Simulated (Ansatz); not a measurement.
## ZnS: band gap against volume per atom

Results calculated with Ansatz 0.2.0, not measured. Periodic Kohn-Sham DFT of a crystal at fixed atoms; Kohn-Sham levels at symmetry points; band -1 is the highest filled and +1 the lowest empty one at that point, spin up along a +z start moment.

Cell of the first row (space group F-43m, No. 216):
```
CELL_PARAMETERS angstrom
0.00000 2.64940 2.64940
2.64940 0.00000 2.64940
2.64940 2.64940 0.00000
ATOMIC_POSITIONS crystal
Zn 0.00000 0.00000 0.00000
S 0.75000 0.75000 0.75000
```

Settings of every row: method all-electron LAPW; functional PBEsol; relativity scalar; k mesh 8x8x8; filling fermi-dirac; smearing width 0.01 eV; basis error target 0.25 meV/atom; nucleus gaussian.

Atom start moment: 0 on all atoms.

Limits: semilocal functionals tend to give too small a gap.

| row | volume per atom (Å³) | band gap (eV) | smallest direct gap on path (eV) |
| --- | --- | --- | --- |
| 1 | 18.598 | 2.23 | 2.23 |
| 2 | 18.993 | 2.138 | 2.138 |
| 3 | 19.389 | 2.049 | 2.049 |
| 4 | 19.587 | 2.006 | 2.006 |
| 5 | 19.785 | 1.963 | 1.963 |
| 6 | 19.983 | 1.921 | 1.921 |
| 7 | 20.181 | 1.88 | 1.88 |
| 8 | 20.576 | ? | ? |
| 9 | 20.972 | 1.72 | 1.72 |

Question: what band gap should row 8 give?

Worked fit of band gap. Take t = volume per atom − 20, in Å³. The shown rows have t = -1.402, -1.007, -0.611, -0.413, -0.215, -0.017, 0.181, 0.972. Least squares give band gap = 1.9173 − 0.21099 × t + 0.0084 × t² eV; a straight line predicts inner rows, each left out in turn, worse (root mean square 0.0036 against 0.00041 eV). The rows lie off it by 0.000, 0.000, 0.000, 0.000, 0.000, 0.000, 0.001, 0.000. The withheld row has t = 0.576, so the fit gives 1.9173 − 0.21099 × (0.576) + 0.0084 × (0.576)² = 1.799 eV.

The calculation gave 1.799 eV. The fit meets it to the printed digit.

The other values of row 8: smallest direct gap on path 1.799 eV.
